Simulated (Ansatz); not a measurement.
# CuI: frozen-core PAW against all-electron methods

```xyz
4
Lattice="3.7332 -3.7111 0.0000 3.7332 3.7111 0.0000 0.0000 0.0000 4.2209" Properties=species:S:1:pos:R:3 pbc="T T T"
Cu    3.7332    0.5905    3.1656
Cu    3.7332   -0.5905    1.0552
I     3.7332   -2.0043    3.1656
I     3.7332    2.0043    1.0552
```

Atoms are numbered in the order listed.

The conventional cell has a = 7.466 Å, b = 7.422 Å, c = 4.221 Å, α = 90.00°, β = 90.00°, γ = 90.00°. Cu (atom 1) is surrounded by 2 Cu at 2.42 Å and 3 I at 2.54 to 2.59 Å. I (atom 3) is surrounded by 3 Cu at 2.54 to 2.59 Å.

The cell is the one relaxed in the Materials Project (mp-1007922), not relaxed further here; entries there can be hypothetical. The listed cell was then made from it by scaling, straining or moving an atom.

No spin–orbit coupling, which matters for the heavy atoms here.

Levels of theory: DFT, PBE, PAW with Ansatz's default frozen-core files, scalar-relativistic (Ansatz 0.2.0); DFT, PBE, all-electron PAW with datasets made for the crystal, scalar-relativistic (Ansatz 0.2.0); DFT, PBE, all-electron LAPW, scalar-relativistic (Ansatz 0.2.0).

For PAW: a Γ-centred 5×5×6 k mesh, Fermi–Dirac smearing of 0.02 eV, cutoff 420 eV, no spin polarisation. The crystal-made all-electron datasets (AE datasets) take a cutoff of 300 eV at this cell. LAPW targets a basis error of 0.5 meV/atom. The Ansatz runs share mesh, smearing and spin set-up. Plane-wave (PAW) pressures include the program's estimate of the Pulay term.

Stress and pressure are positive in compression.

| quantity | PAW | AE datasets | LAPW |
| --- | --- | --- | --- |
| pressure (GPa) | 2.71 | 2.71 | 2.71 |
| stress xx (GPa) | 1.09 | 1.09 | 1.09 |
| stress yy (GPa) | 2.77 | 2.78 | 2.78 |
| stress zz (GPa) | 4.26 | 4.27 | 4.27 |
| force on Cu1, y (eV/Å) | 0.133 | 0.133 | 0.133 |
| force on I3, y (eV/Å) | -0.319 | -0.321 | -0.321 |
| band gap (eV) | 1.000 | 0.996 | 0.996 |
